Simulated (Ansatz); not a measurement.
# MgO: the cost of one run

Computed with Ansatz 0.2.0 (DFT PBEsol, scalar-relativistic, plane waves, PAW, unless a step's input says otherwise).

The COD cell was measured well above room temperature, so it is larger than a cold one.

1 further run of the same task is left out (set aside as unsound or not needed). Runs told in other sessions of the task aren't counted.

## (1) Starting point

The structure is cubic, space group Fm-3m (No. 225). The conventional cell has a = 4.214 Å, b = 4.214 Å, c = 4.214 Å, α = 90.00°, β = 90.00°, γ = 90.00°. Around Mg (site symmetry m-3m) lie 6 O at 2.11 Å. O (site symmetry m-3m) is surrounded by 6 Mg at 2.11 Å.

Structure file:

```cif
data_structure
_symmetry_space_group_name_H-M 'Fm-3m'
_symmetry_Int_Tables_number 225
_cell_length_a 4.2142
_cell_length_b 4.2142
_cell_length_c 4.2142
_cell_angle_alpha 90.000
_cell_angle_beta 90.000
_cell_angle_gamma 90.000
_cell_volume 74.84
loop_
_atom_site_label
_atom_site_type_symbol
_atom_site_symmetry_multiplicity
_atom_site_Wyckoff_symbol
_atom_site_fract_x
_atom_site_fract_y
_atom_site_fract_z
_atom_site_occupancy
Mg1 Mg 4 a 0.00000 0.00000 0.00000 1
O1 O 4 b 0.50000 0.00000 0.00000 1
```

It is the result of an earlier relaxation at this level (volume 9.36 Å³/atom; gap on the mesh: 4.62 eV).

## (2) The reference cell

Reference values: F = -2475.8714 eV; pressure -0.01 GPa; largest force 0.000 eV/Å; gap on the mesh 4.62 eV. It was computed beforehand with the settings of the runs below.

## (3) Next: a strain scan

The cell is strained by ε times the Voigt pattern (0, 1, 0, 0, 0, 0) (xx, yy, zz, yz, xz, xy; engineering shear), with fractional coordinates fixed (clamped ions). The stress on the pattern is the sum of the stress components weighted by it, tension positive.

## (4) ε = -0.1500

The input, input.yaml:

```yaml
crystal:
  lattice:
    - [0.0, 1.7910398622, 2.1071057202]
    - [2.1071057202, 0.0, 2.1071057202]
    - [2.1071057202, 1.7910398622, 0.0]
  atoms:
    - { symbol: Mg, position: [0.0, 0.0, 0.0] }
    - { symbol: O, position: [0.5, 0.5, 0.5] }
basis:
  ecutwfc: 420
kpoints:
  mp_grid: { grid: [10, 10, 10] }
hamiltonian:
  xc: pbesol
scf:
  occupations: { method: gaussian, width: 0.05 }
output:
  forces: true
  stress: true
  eigenvalues: true
```

The run is started by

```bash
> ansatz run input.yaml --threads 1 --pin off --max-ram 2560MiB --backend cpu --events-out ev --progress --plain --runs-dir out
```

**Question.** How long does this run take on 1 thread of Arm Neoverse V1, shared host, and how much memory does it need?

About 1.3 s, with a peak of 0.25 GiB.
